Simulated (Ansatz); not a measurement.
GeSe at a changed volume: Quadrupolar parameters

The cell is a structure deposited in the COD, relaxed with PBE at fixed cell and then changed (volume scaled by 1.02, ions relaxed).

Space group Pnma (No. 62); a = 10.8917, b = 3.8755, c = 4.4291 Å.

```
site  Wyckoff  site symmetry       x       y       z
  Ge       4c            .m.  0.1212  0.2500  0.1163
  Se       4c            .m.  0.8542  0.2500  0.4969
```

One atom of each set is listed.

Level of theory: DFT, PBE, plane waves and PAW, scalar-relativistic, 420 eV cutoff, Γ-centred 4×11×10 k-points, Fermi–Dirac smearing 0.02 eV (Ansatz 0.2.0).

Conventions: |V_zz| ≥ |V_yy| ≥ |V_xx|, η = (V_xx − V_yy)/V_zz, C_Q = eQV_zz/h.

⁷³Ge: I = 9/2, Q = -196.0 mb. Quadrupole moments are those of Pyykkö's year-2017 table.

```json
{"site": "Ge", "atoms": "4", "first shell": "3 Se at 2.59–2.60 Å; also 3 Se at 3.35–3.36 Å", "V_zz (10²¹ V/m²)": "-6.03", "η": "0.25", "C_Q (MHz)": "28.6"}
{"site": "Se", "atoms": "4", "first shell": "3 Ge at 2.59–2.60 Å; also 3 Ge at 3.35–3.36 Å", "V_zz (10²¹ V/m²)": "-9.16", "η": "0.01", "C_Q (MHz)": "–"}
```

At Ge V_zz stands upright on the plane through its three neighbours (within 11°).

Se has no stable isotope with a ground-state quadrupole moment in the table, so no C_Q is given.

The relaxation (4 steps) took 3.1 min of wall time (3 min of CPU time) and 1.3 GiB at its peak, on 1 thread of Intel Xeon 6975P-C (Granite Rapids) (x86_64; 16 cores open to the job, memory cap 3.0 GiB, no GPU), a shared host with a load of 0.7 a core.
